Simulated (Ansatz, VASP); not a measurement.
## Two plane-wave programs on Hg

Contents of INCAR:

```
SYSTEM = Hg
PREC = Accurate
ENCUT = 520
EDIFF = 1E-7
ISMEAR = 0
SIGMA = 0.1
LREAL = .FALSE.
LASPH = .TRUE.
NELM = 100
ALGO = Normal
ISIF = 2
LWAVE = .FALSE.
LCHARG = .FALSE.
GGA = PE
NBANDS = 19
```

Contents of KPOINTS:

```
Automatic mesh
0
G
  6 6 4
  0 0 0
```

POSCAR

```
Hg
1.0
    3.4618096384      0.0000000000      0.0000000000
   -1.7309048192      2.9980150899      0.0000000000
    0.0000000000      0.0000000000      5.4875482800
Hg
2
Direct
    0.6666666700      0.3333333300      0.7500000000
    0.3333333300      0.6666666700      0.2500000000
```

Input for Ansatz:

```yaml
crystal:
  lattice:
    - [3.4618096384, 0.0, 0.0]
    - [-1.7309048192, 2.9980150899, 0.0]
    - [0.0, 0.0, 5.48754828]
  atoms:
    - { symbol: Hg, position: [0.66666667, 0.33333333, 0.75] }
    - { symbol: Hg, position: [0.33333333, 0.66666667, 0.25] }
basis:
  ecutwfc: 420
kpoints:
  mp_grid: { grid: [6, 6, 4] }
hamiltonian:
  xc: pbe
scf:
  occupations: { method: gaussian, width: 0.1 }
  lower_state_search: "off"
output:
  forces: true
  stress: true
  eigenvalues: true
```

Alike in both runs: task single point; functional PBE; k mesh 6 × 6 × 4; occupations gaussian, width 0.1 eV; no spin polarisation.

```csv
,VASP,Ansatz
version,VASP 6.6.1,Ansatz 0.2.0
potentials or method,"VASP PAW PBE potentials, release 64 (Hg)","scalar-relativistic, plane waves, PAW"
plane-wave cutoff (eV),520,420
valence electrons in the cell,24,40
```

|  | VASP | Ansatz | Ansatz less VASP |
| --- | --- | --- | --- |
| gap on the k mesh at the Fermi level (eV) | none | none | - |
| pressure (GPa) | 1.3 | 1.2 | -0.10 |
| largest component of the traceless stress (GPa) | 0.19 | 0.18 | -0.009 |

A gap of «none» marks a metal or a gap that the smearing closes. The two sets of potentials don't hold the same shells in valence.

The runs have no spin-orbit coupling, so splittings on Hg are missing.
